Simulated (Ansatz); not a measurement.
## Si₂W: course of a relaxation

Theory: Ansatz 0.2.0, DFT r2SCAN, scalar-relativistic, plane waves, PAW. Run with 500 eV cutoff, 12×12×6 k-mesh, Gaussian smearing of 0.10 eV, no spin polarisation.

What was changed: biaxial strain in the a-b plane, c and atoms relaxed: -3.0 %.

Spin–orbit coupling is left out, which can shift energies with elements as heavy as these.

Command:

```bash
ansatz run input.yaml --threads 1 --pin off --max-ram 2560MiB --backend cpu --events-out ev --progress --plain --runs-dir out
```

Input:

```yaml
crystal:
  lattice:
    - [3.1149543094, 0.0, 0.0]
    - [0.0, 3.1149543094, 0.0]
    - [0.0, 0.0, 7.9450992882]
  atoms:
    - { symbol: Si, position: [0.0, 0.0, 0.3343881799] }
    - { symbol: Si, position: [0.5, 0.5, 0.1656118201] }
    - { symbol: Si, position: [0.5, 0.5, 0.8343881799] }
    - { symbol: Si, position: [0.0, 0.0, 0.6656118201] }
    - { symbol: W, position: [0.0, 0.0, 0.0] }
    - { symbol: W, position: [0.5, 0.5, 0.5] }
basis:
  ecutwfc: 500
kpoints:
  mp_grid: { grid: [12, 12, 6] }
hamiltonian:
  xc: r2scan
scf:
  occupations: { method: gaussian, width: 0.1 }
output:
  forces: true
  stress: true
  eigenvalues: true
  write_density: true
  write_potential: true
  elf: true
  volumetric_format: npy
relax:
  adjacent_minimum: "off"
  f_tol: 0.008
  max_steps: 40
  cell: { stress_tol: 0.015, fix: [a, b, gamma] }
```

F is the free energy. Steps run on the plane waves of an earlier cell, but the last one, and at times one on the way, on a freshly chosen basis, so a repeated geometry can differ a little in energy. The held parts of the cell keep their stress, so P needn't end at zero.

Steps:

```tsv
step	F − F(1) (eV)	largest force component (eV/Å)	V (Å³/atom)	P (GPa)
1	0.0000	0.051	12.848	10.36
2	-0.0047	0.037	12.744	12.68
3	-0.0054	0.015	12.772	12.02
4	-0.0054	0.004	12.772	12.00
5	-0.0053	0.004	12.772	12.00
```

Relaxed structure:

```cif
data_structure
_symmetry_space_group_name_H-M 'P 1'
_symmetry_Int_Tables_number 1
_cell_length_a 3.1150
_cell_length_b 3.1150
_cell_length_c 7.8975
_cell_angle_alpha 90.000
_cell_angle_beta 90.000
_cell_angle_gamma 90.000
_cell_volume 76.63
loop_
_atom_site_label
_atom_site_type_symbol
_atom_site_fract_x
_atom_site_fract_y
_atom_site_fract_z
_atom_site_occupancy
Si1 Si 0.00000 0.00000 0.33395 1
Si2 Si 0.50000 0.50000 0.16605 1
Si3 Si 0.50000 0.50000 0.83395 1
Si4 Si 0.00000 0.00000 0.66605 1
W1 W 0.00000 0.00000 0.00000 1
W2 W 0.50000 0.50000 0.50000 1
```

The structure is tetragonal, space group I4/mmm (No. 139). Conventional cell: a = 3.115 Å, b = 3.115 Å, c = 7.898 Å, α = 90.00°, β = 90.00°, γ = 90.00°. Around Si (site symmetry 4mm) lie 5 W at 2.56 to 2.64 Å and 5 Si at 2.57 to 2.62 Å. W (site symmetry 4/mmm) is surrounded by 10 Si at 2.56 to 2.64 Å.

The run converged. It took 63 s on 1 thread of Intel(R) Xeon(R) 6975P-C (Granite Rapids) (shared host), peak memory 0.7 GiB.